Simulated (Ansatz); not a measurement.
# Trial structures of TiSi2: starts and ends

Method: DFT PBE, scalar-relativistic, plane waves, PAW (Ansatz). Settings: cutoff 420 eV, Γ-centred meshes spaced at most about 0.3 Å⁻¹, and about 0.25 Å⁻¹ or finer for metals (2π included), Gaussian smearing. No spin polarisation in the final relaxations.

Each guess was relaxed in cell and atoms at zero pressure, within the symmetry of its start. All energies are static (0 K, no zero-point motion). Coordination counts Si atoms around Ti (those within 1.25 times the shortest such distance or 1.15 times the sum of covalent radii, 1.27 where that leaves under three; a plus sign parts nearer from farther groups).

```
guess                   made from  start group  V start (Å³/atom)  end group  V end (Å³/atom)  coordination at the end  gap on mesh (eV)  E over the lowest end (meV/atom)
    1                 random cell       P4/mmm               15.7          ?                ?                        ?                 ?                                 ?
    2                 random cell         P4mm               18.0       P4mm             17.7                     Ti 6                 0                               748
    3  a cell as deposited in COD         Fddd               14.0       Fddd             14.2                    Ti 10                 0                                 7
    4                 random cell         Pmmm               14.3     P4/mmm             15.3                     Ti 8                 0                               182
    5    a Materials Project cell         Cmcm               14.2       Cmcm             14.3                    Ti 10                 0                                 0
```

Guess 1 as it starts:

```xyz
3
Lattice="3.5685 0.0000 0.0000 0.0000 3.5685 0.0000 0.0000 0.0000 3.6986" Properties=species:S:1:pos:R:3 pbc="T T T"
Ti    0.0000    0.0000    1.8493
Si    1.7842    1.7842    0.0000
Si    0.0000    0.0000    0.0000
```

Task: Fill in the missing row: what does this guess relax into, and where does it rank?

Result: It ends in space group P4/mmm (No. 123), with a = 3.396 Å, c = 4.849 Å, 18.6 Å³/atom and no gap. It lies 1.13 eV/atom over the lowest end, above guess 2 and so the highest of the set. Counting Si atoms around Ti, this end has Ti 2+8 and the lowest (guess 5) has Ti 10. This end and the lowest (guess 5) both hold Si–Si nets.

Space group P4/mmm (No. 123). a = 3.396 Å, b = 3.396 Å, c = 4.849 Å, α = 90.00°, β = 90.00°, γ = 90.00°
```tsv
atom	site	symmetry	x	y	z
Ti	1b	4/mmm	0.0000	0.0000	0.5000
Si	1c	4/mmm	0.5000	0.5000	0.0000
Si	1a	4/mmm	0.0000	0.0000	0.0000
```

Energies over the elements count from the elements' standard structures at the same level, with no fitted energy shifts.

Task: Is the lowest end bound against the elements?

Result: Yes: its formation energy is −0.57 eV/atom. A negative formation energy is needed for stability but isn't enough: competing phases decide.

For metals, differences of a few meV/atom aren't resolved. Cells relaxed within their symmetry can be saddle points. Some structure types and database cells were kept out of the candidates from the start, so a known form may be missing.

The energy rises as the packing loosens. The two dense ends with Ti 10 lie lowest, and the open ones, guesses 2 and 1, lie so high that they are unbound against the elements. Only guesses 3 and 5, nearly equal in both volume and energy, don't follow the order. Dense surroundings let the Ti d states mix with Si p states on many neighbours, which probably accounts for much of the trend.

Guess 1 can't reach such packing because symmetry fixes every atomic position, leaving only a and c to adjust. Stretching c relieves the very short Ti–Si contacts of the start, but the eight farther Si atoms remain too distant to bond strongly, and the flat Si net can't buckle.

The Fddd end corresponds to C54, the established equilibrium form of bulk TiSi2, and the Cmcm end to C49, the metastable form that commonly appears first in thin films. Their nominal order here is the reverse, but 7 meV/atom is too little to contradict experiment; vibrational free energy or the functional's error could easily outweigh it.
